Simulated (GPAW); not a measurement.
## Au in GPAW: the effect of strain biaxial xy

The system is Au.

```xyz
1
Lattice="0.0000 1.9536 2.0350 1.9536 0.0000 2.0350 1.9536 1.9536 0.0000" Properties=species:S:1:pos:R:3 pbc="T T T"
Au    0.0000    0.0000    0.0000
```

Alike in all runs:

```yaml
Program: GPAW 26.7.0
Task: single point
Functional: PBEsol
Potentials_or_basis: PAW data sets generated in the run's folder for this functional
Cutoff: 600 eV
Basis: pw
k_mesh: 11 × 11 × 11
Occupations: fermi-dirac, width 0.05 eV
Spin: no spin polarisation
Maxiter: 150
```

Question: One run gave: pressure 13.7 GPa. Which strain biaxial xy did it use?
A. -0.04
B. 0.02
C. -0.02
D. 0.04
E. -0.01

Answer: C.

| strain biaxial xy | pressure (GPa) |
| --- | --- |
| -0.04 | 25.2 |
| -0.02 | 13.7 |
| -0.01 | 8.9 |
| 0 | 4.7 |
| 0.01 | 0.9 |
| 0.02 | -2.4 |
| 0.04 | -7.8 |

Caveats: with this Au data set, volumes or pressures lay over 1.5 % or 2 GPa off other programs in two to four cells of ten; the density grid can change from cell to cell, which puts small steps into energies and stress.
